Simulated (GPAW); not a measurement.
Al, 2 atoms in the cell. It takes space group P6_3/mmc (No. 194, hexagonal). The conventional cell has a = 2.812 Å, b = 2.812 Å, c = 4.867 Å, α = 90.00°, β = 90.00°, γ = 120.00°. Al (site symmetry -6m2) is surrounded by 12 Al at 2.81 to 2.93 Å. This isn't the form of Al at room conditions, which is fcc.

* Program: GPAW 26.7.0
* Task: single point
* Functional: PBE
* Potentials or basis: GPAW PAW data sets (gpaw-data 1.2.1)
* Cutoff: 500 eV
* Basis: pw
* k mesh: 9 × 9 × 5
* Occupations: fermi-dirac, width 0.05 eV
* Spin: no spin polarisation
* Maxiter: 120
* Convergence: default

Potentials or basis: GPAW PAW data sets (gpaw-data 1.2.1), pw.

The run is started by

```console
$ OMP_NUM_THREADS=1 python run.py
```

Hardware: 1 thread of Arm Neoverse V2 (shared host).

Task: How long does it take, and how much memory?

Result: Wall time 5 s on 1 thread of Arm Neoverse V2, on a shared host, peak memory 0.13 GiB. Counts: scf iterations 7, plane waves 855, bands 10, k points 50.
